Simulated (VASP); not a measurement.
# TiSe2 (P-3m1) in VASP: a series of runs, part 3 of 3

VASP 6.6.1. The steps go on from the part before.

### 4 Relaxation of cell and atoms, PBEsol

The COD entry that gives the cell may itself be a prediction, so a difference from it is no test against experiment.

INCAR

```
PREC = Accurate
ENCUT = 600
EDIFF = 1E-6
ISMEAR = 1
SIGMA = 0.1
LREAL = False
LASPH = True
NELM = 80
ALGO = Normal
ISIF = 3
LWAVE = False
LCHARG = False
GGA = PS
IBRION = 2
NSW = 90
EDIFFG = -0.01
```

KPOINTS

```
Automatic mesh
0
Gamma
  12 12 6
```

POSCAR

```
TiSe2
1.0
    3.5360000000      0.0000000000      0.0000000000
   -1.7680000000      3.0622658278      0.0000000000
    0.0000000000      0.0000000000      6.0040000000
Ti Se
1 2
Direct
    0.0000000000      0.0000000000      0.0000000000
    0.3333333333      0.6666666667      0.2552000000
    0.6666666667      0.3333333333      0.7448000000
```

Potentials or basis: VASP PAW PBE potentials, release 64 (Ti_sv, Se).

Command:

```
$ cat potpaw_PBE.64/Ti_sv/POTCAR potpaw_PBE.64/Se/POTCAR > POTCAR
$ mpirun -np 1 vasp_std > vasp.out
```

OUTCAR:

```text
PREC = Accurate
   ENCUT = 600
   EDIFF = 1E-6
   ISMEAR = 1
   LREAL = False
   LASPH = True
   NELM = 80
   ISIF = 3
   GGA = PS
   IBRION = 2
   NSW = 90
   EDIFFG = -0.01

 ion  position               nearest neighbor table
   1  0.000  0.000  0.000-   2 2.55   3 2.55   3 2.55   2 2.55   3 2.55   2 2.55
   2  0.333  0.667  0.255-   1 2.55   1 2.55   1 2.55
   3  0.667  0.333  0.745-   1 2.55   1 2.55   1 2.55

  LATTYP: Found a hexagonal cell.
 ALAT       =     3.5360000000
 C/A-ratio  =     1.6979638009

  Lattice vectors:

 A1 = (   3.5360000000,   0.0000000000,   0.0000000000)
 A2 = (  -1.7680000000,   3.0622658278,   0.0000000000)
 A3 = (   0.0000000000,   0.0000000000,   6.0040000000)

Analysis of symmetry for initial positions (statically):
=====================================================================
 Subroutine PRICEL returns:
 Original cell was already a primitive cell.

 Routine SETGRP: Setting up the symmetry group for a
 hexagonal supercell.

 Subroutine GETGRP returns: Found 12 space group operations
 (whereof 12 operations were pure point group operations)
 out of a pool of 24 trial point group operations.

The static configuration has the point symmetry D_3d.

Analysis of symmetry for dynamics (positions and initial velocities):
=====================================================================
 Subroutine PRICEL returns:
 Original cell was already a primitive cell.

 Routine SETGRP: Setting up the symmetry group for a
 hexagonal supercell.

 Subroutine GETGRP returns: Found 12 space group operations
 (whereof 12 operations were pure point group operations)
 out of a pool of 24 trial point group operations.

The dynamic configuration has the point symmetry D_3d.

[... 143 lines left out ...]
 Free energy of the ion-electron system (eV)
  ---------------------------------------------------
  ext. energy  EPLUGINS =         0.00000000
  ---------------------------------------------------
  free energy    TOTEN  =       -19.44525652 eV

  energy without entropy =      -19.44566307  energy(sigma->0) =      -19.44539203

------------------------ aborting loop because EDIFF is reached ----------------------------------------

  FORCE on cell =-STRESS in cart. coord.  units (eV):
  Direction    XX          YY          ZZ          XY          YZ          ZX
  --------------------------------------------------------------------------------------
  -------------------------------------------------------------------------------------
  Total       -1.0390516     -1.0390516     -0.5128541      0.0000000     -0.0000000      0.0000000
  in kB      -25.6065972    -25.6065972    -12.6388808      0.0000000     -0.0000000      0.0000000
  external PRESSURE =     -21.2840251 kB  Pullay stress =       0.0000000 kB
[... 92 lines left out ...]
  FREE ENERGIE OF THE ION-ELECTRON SYSTEM (eV)
  ---------------------------------------------------
  free  energy   TOTEN  =       -19.4574128659 eV

  energy  without entropy=      -19.4577186350  energy(sigma->0) =      -19.45751479

[... ionic steps 4 to 9 ...]

--------------------------------------- Ionic step       10  -------------------------------------------

 number of electron      23.9999999 magnetization

------------------------ aborting loop because EDIFF is reached ----------------------------------------
[... 69 lines left out ...]
--------------------------------------- Ionic step       12  -------------------------------------------

 number of electron      24.0000000 magnetization

 Free energy of the ion-electron system (eV)
  ---------------------------------------------------
  ext. energy  EPLUGINS =         0.00000000
  ---------------------------------------------------
  free energy    TOTEN  =       -19.46361289 eV

  energy without entropy =      -19.46357868  energy(sigma->0) =      -19.46360149

 E-fermi :   5.1517     XC(G=0): -10.4132

 val. band max:        5.1358145612   @ k =   0.0000   0.4167   0.1667
 cond. band min:       5.1671008037   @ k =   0.0000   0.3333   0.1667
 fundamental gap:      0.0312862425
 Fermi energy:         5.1517308378

 k-point     1 :       0.0000    0.0000    0.0000
  band No.  band energies     occupation
      1     -52.0897      2.00000
      2     -28.4319      2.00000
      3     -28.4120      2.00000
      4     -28.4120      2.00000
      5      -9.0260      2.00000
      6      -7.4758      2.00000
[... 433 lines left out ...]
      3     -28.4258      2.00000
      4     -28.4183      2.00000
      5      -8.6443      2.00000
      6      -7.4701      2.00000
[... 8 lines left out ...]
     15       6.7066     -0.00000
     16       8.1012      0.00000

 [... further k-points ...]

------------------------ aborting loop because EDIFF is reached ----------------------------------------

  FORCE on cell =-STRESS in cart. coord.  units (eV):
  Direction    XX          YY          ZZ          XY          YZ          ZX
  --------------------------------------------------------------------------------------
  -------------------------------------------------------------------------------------
  Total        0.0221970      0.0221970     -0.0095974      0.0000000      0.0000000      0.0000000
  in kB        0.5732948      0.5732948     -0.2478771      0.0000000      0.0000000      0.0000000
  external PRESSURE =       0.2995708 kB  Pullay stress =       0.0000000 kB
[... 18 lines left out ...]
  FREE ENERGIE OF THE ION-ELECTRON SYSTEM (eV)
  ---------------------------------------------------
  free  energy   TOTEN  =       -19.4636128887 eV

  energy  without entropy=      -19.4635786844  energy(sigma->0) =      -19.46360149

 reached required accuracy - stopping structural energy minimisation
```

OSZICAR:

```text
N       E                     dE             d eps       ncg     rms          rms(c)
DAV:   1     0.209476692572E+03    0.20948E+03   -0.12614E+04  3200   0.163E+03
DAV:   2     0.548428258527E+00   -0.20893E+03   -0.20696E+03  3392   0.385E+02
DAV:   3    -0.219475902090E+02   -0.22496E+02   -0.21815E+02  5120   0.109E+02
DAV:   4    -0.225772074204E+02   -0.62962E+00   -0.62935E+00  3848   0.189E+01
[... 114 lines left out ...]
DAV:   1    -0.194636334545E+02   -0.28658E-04   -0.35352E-03  3200   0.512E-01    0.398E-02
DAV:   2    -0.194636338478E+02   -0.39329E-06   -0.49442E-04  3584   0.167E-01    0.358E-02
DAV:   3    -0.194636169697E+02    0.16878E-04   -0.17229E-04  4320   0.946E-02    0.137E-02
DAV:   4    -0.194636130969E+02    0.38728E-05   -0.17257E-05  3808   0.284E-02    0.495E-03
DAV:   5    -0.194636128887E+02    0.20818E-06   -0.85239E-07  1824   0.816E-03
  12 F= -.19463613E+02 E0= -.19463601E+02  d E =-.365880E-03
```

Wall time 9 min (1 thread of Intel Xeon Platinum 8488C (Sapphire Rapids), shared host); peak memory 0.29 GiB.

What came out:

```
Free energy                            : -19.4636 eV
Relaxed volume                         : 20.68 Å³/atom
Relaxed cell                           : a = 3.474 Å, b = 3.474 Å, c = 5.935 Å, α = 90.00°, β = 90.00°, γ = 120.00°
Space group after relaxing (to 0.05 Å) : P-3m1 (No. 164)
Energy gained by relaxing              : 6.1 meV/atom
Ionic steps                            : 12
Pressure after relaxing                : 0.0 GPa
Largest force after relaxing           : 0.005 eV/Å
Band gap on the k mesh                 : none (metal or under the smearing width)
```

Forces in eV/Å, atoms in the order of the input:
```
Ti   0.000  0.000  0.000
Se   0.000  0.000 -0.005
Se   0.000  0.000  0.005
```

Stress tensor (GPa, compression positive):
```
 0.06  0.00  0.00
 0.00  0.06  0.00
 0.00  0.00 -0.02
```

Step by step:
```tsv
step	energy change (eV)	largest force (eV/Å)	pressure (GPa)	volume (Å³)
1	0.0000	0.0809	-2.13	65.01
2	-0.0066	0.3655	1.67	62.34
3	-0.0122	0.1803	0.08	63.39
4	-0.0157	0.1048	-0.01	63.14
5	-0.0168	0.0327	-0.08	62.90
6	-0.0171	0.0356	-0.02	62.77
7	-0.0178	0.0430	0.16	62.38
8	-0.0176	0.0558	0.59	61.59
9	-0.0180	0.0496	0.36	62.05
10	-0.0181	0.0378	0.28	62.05
11	-0.0183	0.0027	0.08	62.04
12	-0.0184	0.0052	0.03	62.03
```

Final structure:
```
Ti Se
1.0
     3.47415    0.00000    0.00000
    -1.73707    3.00870    0.00000
     0.00000    0.00000    5.93472
Ti Se
1 2
Direct
  0.00000 0.00000 0.00000
  0.33333 0.66667 0.26096
  0.66667 0.33333 0.73904
```

Levels at points of the mesh, in eV from the Fermi level:
| k point | band 8 | band 9 | band 10 | band 11 | band 12 | band 13 | band 14 | band 15 | band 16 |
| --- | --- | --- | --- | --- | --- | --- | --- | --- | --- |
| (0.00, 0.00, 0.00) | -2.22 | -2.22 | 0.27 | 0.52 | 0.52 | 0.57 | 0.66 | 0.66 | 3.43 |
| (0.50, 0.00, 0.00) | -3.92 | -2.87 | -2.87 | -2.24 | -1.34 | 0.05 | 1.50 | 1.92 | 3.29 |
| (0.00, 0.00, 0.50) | -2.86 | -2.15 | -2.15 | 0.39 | 0.39 | 0.50 | 0.50 | 1.28 | 3.82 |
| (0.50, 0.00, 0.50) | -4.82 | -2.83 | -2.50 | -1.17 | -0.84 | -0.27 | 1.50 | 1.89 | 3.18 |

Caveat: the PAW data sets were made with another functional, which shifts forces and pressure a little; this functional lacks dispersion, which binds the layers, so the pressure and a relaxed spacing across them are unreliable.

### 5 Relaxation of cell and atoms, PBEsol

This run uses another cell than the first one, of 20.68 Å³/atom, 0.954 times its volume.

INCAR: that of step 4 with these lines changed.

```diff
@@ -2,3 +2,3 @@
 ENCUT = 600
-EDIFF = 1E-6
+EDIFF = 1E-7
 ISMEAR = 1
@@ -15,2 +15,2 @@
 NSW = 90
-EDIFFG = -0.01
+EDIFFG = -0.005
```

KPOINTS is that of step 4.

POSCAR

```
TiSe2                                   
1.0
    3.4741473373     -0.0000000000      0.0000000000
   -1.7370736687      3.0086998506     -0.0000000000
    0.0000000000     -0.0000000000      5.9347183666
  Ti              Se            
     1     2
Direct
     1.0000000000000000    1.0000000000000000    1.0000000000000000
     0.3333333332999970    0.6666666667000030    0.2609612075750082
     0.6666666667000030    0.3333333332999970    0.7390387924249918
```

Command:

```
$ cat potpaw_PBE.64/Ti_sv/POTCAR potpaw_PBE.64/Se/POTCAR > POTCAR
$ mpirun -np 1 vasp_std > vasp.out
```

It took 4 min on 1 thread of Intel Xeon Platinum 8488C (Sapphire Rapids), shared host; peak memory 0.27 GiB.

It converged, with:

```yaml
Free_energy: -19.4631 eV
Relaxed_volume: 20.70 Å³/atom
Relaxed_cell: a = 3.477 Å, b = 3.477 Å, c = 5.932 Å, α = 90.00°, β = 90.00°, γ = 120.00°
Space_group_after_relaxing_to_0.05_Å: P-3m1 (No. 164)
Energy_gained_by_relaxing: 0.0 meV/atom
Ionic_steps: 4
Pressure_after_relaxing: 0.0 GPa
Band_gap_on_the_k_mesh: none (metal or under the smearing width)
```

Final structure:
```yaml
crystal:
  lattice:
    - [3.47688, 0.00000, 0.00000]
    - [-1.73844, 3.01107, 0.00000]
    - [0.00000, 0.00000, 5.93192]
  atoms:
    - { symbol: Ti, position: [0.00000, 0.00000, 0.00000] }
    - { symbol: Se, position: [0.33333, 0.66667, 0.26080] }
    - { symbol: Se, position: [0.66667, 0.33333, 0.73920] }
```

Levels at points of the mesh, in eV from the Fermi level:
```
           k point  band 9  band 10  band 11  band 12  band 13  band 14  band 15  band 16
(0.00, 0.00, 0.00)   -2.23     0.28     0.52     0.52     0.57     0.65     0.65     3.42
(0.50, 0.00, 0.00)   -2.87    -2.87    -2.24    -1.35     0.05     1.49     1.91     3.29
(0.00, 0.00, 0.50)   -2.16    -2.16     0.38     0.38     0.50     0.50     1.28     3.82
(0.50, 0.00, 0.50)   -2.83    -2.50    -1.17    -0.85    -0.26     1.49     1.88     3.18
```

Caveat: the PAW data sets were made with another functional, which shifts forces and pressure a little.

### 6 Relaxation of cell and atoms, PBE

INCAR

```
PREC     = Accurate       # precision mode
ENCUT    = 300            # plane-wave cutoff, eV
EDIFF    = 1E-6           # SCF threshold, eV
ISMEAR   = 1              # smearing method
SIGMA    = 0.1            # smearing width, eV
LREAL    = False          # projectors in reciprocal space
LASPH    = True           # aspherical terms in the spheres
NELM     = 80             # most SCF steps
ALGO     = Normal         # electronic algorithm
ISIF     = 3              # what is computed and relaxed
LWAVE    = False          # write WAVECAR
LCHARG   = False          # write CHGCAR
GGA      = PE             # functional
IBRION   = 2              # ionic algorithm
NSW      = 90             # ionic steps
EDIFFG   = -0.01          # ionic threshold
```

KPOINTS

```
regular mesh
0
Gamma
  6 6 3
```

POSCAR

```
TiSe2
1.0
    3.5360000000      0.0000000000      0.0000000000
   -1.7680000000      3.0622658278      0.0000000000
    0.0000000000      0.0000000000      6.0040000000
Ti Se
1 2
Direct
    0.0000000000      0.0000000000      0.0000000000
    0.3333333333      0.6666666667      0.2552000000
    0.6666666667      0.3333333333      0.7448000000
```

Potentials or basis: VASP PAW PBE potentials, release 64 (Ti, Se).

Command:

```
$ cat potpaw_PBE.64/Ti/POTCAR potpaw_PBE.64/Se/POTCAR > POTCAR
$ mpirun -np 1 vasp_std > vasp.out
```

OUTCAR:

```text
PREC = Accurate
   ENCUT = 300
   EDIFF = 1E-6
   ISMEAR = 1
   LREAL = False
   LASPH = True
   NELM = 80
   ISIF = 3
   GGA = PE
   IBRION = 2
   NSW = 90
   EDIFFG = -0.01

 ion  position               nearest neighbor table
   1  0.000  0.000  0.000-   2 2.55   3 2.55   3 2.55   2 2.55   3 2.55   2 2.55
   2  0.333  0.667  0.255-   1 2.55   1 2.55   1 2.55
   3  0.667  0.333  0.745-   1 2.55   1 2.55   1 2.55

  LATTYP: Found a hexagonal cell.
 ALAT       =     3.5360000000
 C/A-ratio  =     1.6979638009

  Lattice vectors:

 A1 = (   3.5360000000,   0.0000000000,   0.0000000000)
 A2 = (  -1.7680000000,   3.0622658278,   0.0000000000)
 A3 = (   0.0000000000,   0.0000000000,   6.0040000000)

[... 278 lines left out ...]

[... ionic steps 4 to 11 ...]

--------------------------------------- Ionic step       12  -------------------------------------------

 number of electron      16.0000008 magnetization

------------------------ aborting loop because EDIFF is reached ----------------------------------------
[... 69 lines left out ...]
--------------------------------------- Ionic step       14  -------------------------------------------

 number of electron      16.0000006 magnetization

 Free energy of the ion-electron system (eV)
  ---------------------------------------------------
  ext. energy  EPLUGINS =         0.00000000
  ---------------------------------------------------
  free energy    TOTEN  =       -18.05899194 eV

  energy without entropy =      -18.05849341  energy(sigma->0) =      -18.05882577

 E-fermi :   2.4677     XC(G=0):  -9.2860

 val. band max:        2.4160889724   @ k =   0.5000   0.0000   0.3333
 cond. band min:       2.5228832387   @ k =   0.0000   0.3333   0.3333
 fundamental gap:      0.1067942663
 Fermi energy:         2.4677462405

 k-point     1 :       0.0000    0.0000    0.0000
  band No.  band energies     occupation
      1     -11.2018      2.00000
      2     -10.1653      2.00000
      3      -2.3691      2.00000
      4       0.3500      2.00000
      5       0.3500      2.00000
      6       1.9730      2.00000
      7       2.9426     -0.00000
      8       2.9426     -0.00000
      9       3.0605     -0.00000
     10       3.0605     -0.00000
     11       3.0955     -0.00000
     12       5.9043      0.00000
[... 268 lines left out ...]
  FREE ENERGIE OF THE ION-ELECTRON SYSTEM (eV)
  ---------------------------------------------------
  free  energy   TOTEN  =       -18.0589919445 eV

  energy  without entropy=      -18.0584934098  energy(sigma->0) =      -18.05882577

 reached required accuracy - stopping structural energy minimisation
```

OSZICAR:

```text
N       E                     dE             d eps       ncg     rms          rms(c)
DAV:   1     0.717612891939E+02    0.71761E+02   -0.46797E+03   408   0.738E+02
DAV:   2    -0.107395408605E+02   -0.82501E+02   -0.77077E+02   464   0.175E+02
DAV:   3    -0.209045439265E+02   -0.10165E+02   -0.91729E+01   584   0.619E+01
[... 131 lines left out ...]
DAV:   4    -0.180589725980E+02    0.74477E-03   -0.26508E-03   424   0.327E-01    0.579E-02
DAV:   5    -0.180589899016E+02   -0.17304E-04   -0.21897E-04   464   0.121E-01    0.225E-02
DAV:   6    -0.180589899384E+02   -0.36794E-07   -0.13921E-05   512   0.277E-02    0.142E-02
DAV:   7    -0.180589915336E+02   -0.15951E-05   -0.40256E-06   396   0.158E-02    0.523E-03
DAV:   8    -0.180589919445E+02   -0.41093E-06   -0.51591E-07   204   0.503E-03
  14 F= -.18058992E+02 E0= -.18058826E+02  d E =-.372079E-03
```

Wall time 60 s (1 thread of Intel Xeon Platinum 8488C (Sapphire Rapids), shared host); peak memory 0.14 GiB.

Results:

| Property | Result |
| --- | --- |
| Free energy | -18.0590 eV |
| Relaxed volume | 23.88 Å³/atom |
| Relaxed cell | a = 3.524 Å, b = 3.524 Å, c = 6.662 Å, α = 90.00°, β = 90.00°, γ = 120.00° |
| Space group after relaxing (to 0.05 Å) | P-3m1 (No. 164) |
| Energy gained by relaxing | 10.8 meV/atom |
| Ionic steps | 14 |
| Pressure after relaxing | 0.0 GPa |
| Largest force after relaxing | 0.005 eV/Å |
| Band gap on the k mesh | none (metal or under the smearing width) |

Forces on the atoms (eV/Å):
```
Ti   0.000  0.000  0.000
Se   0.000  0.000  0.005
Se   0.000  0.000 -0.005
```

Step by step:
```tsv
step	energy change (eV)	largest force (eV/Å)	pressure (GPa)	volume (Å³)
1	0.0000	0.0718	1.05	65.01
2	-0.0050	0.2356	-0.82	66.35
3	-0.0058	0.1535	-0.34	65.99
4	-0.0100	0.1520	-0.09	66.00
5	-0.0127	0.1543	0.29	66.02
6	-0.0128	0.1551	0.40	66.02
7	-0.0172	0.1330	0.33	66.60
8	-0.0269	0.0579	0.12	68.37
9	-0.0294	0.1064	-0.02	71.95
10	-0.0306	0.0644	0.02	70.90
11	-0.0315	0.0890	-0.50	72.33
12	-0.0320	0.0275	-0.30	71.78
13	-0.0301	0.0825	0.83	71.28
14	-0.0324	0.0045	0.02	71.64
```

Final structure:
```
CELL_PARAMETERS angstrom
3.52366 0.00000 0.00000
-1.76183 3.05158 0.00000
0.00000 0.00000 6.66218
ATOMIC_POSITIONS crystal
Ti 0.00000 0.00000 0.00000
Se 0.33333 0.66667 0.23312
Se 0.66667 0.33333 0.76688
```

Caveat: this functional lacks dispersion, which binds the layers, so the pressure and a relaxed spacing across them are unreliable; the volume moved by +10 % from the deposited cell, more than functionals usually miss. Zero-point motion and thermal expansion aren't in these numbers.

### 7 Overview

```csv
level,potentials or basis,k mesh,cutoff (eV),gap on the mesh (eV),pressure (GPa),relaxed volume (Å³/atom)
rev-vdW-DF2,"VASP PAW PBE potentials, release 64 (Ti_sv, Se)",12 × 12 × 6,600,none,0.0,21.45
PBEsol,"VASP PAW PBE potentials, release 64 (Ti_sv, Se)",12 × 12 × 6,600,none,0.0,20.70
PBE,"VASP PAW PBE potentials, release 64 (Ti, Se)",6 × 6 × 3,300,none,0.0,23.88
```

Alike in all rows: task relaxation of cell and atoms; no spin polarisation; cell relaxed; smearing methfessel-paxton 0.1 eV.

Caveats: the PAW data sets were made with another functional, which shifts forces and pressure a little (some runs); this functional lacks dispersion, which binds the layers, so the pressure and a relaxed spacing across them are unreliable (some runs); the volume moved by +10 % from the deposited cell, more than functionals usually miss (some runs).

Total energies depend on the potentials used, so only differences within one code and one set of settings carry meaning.
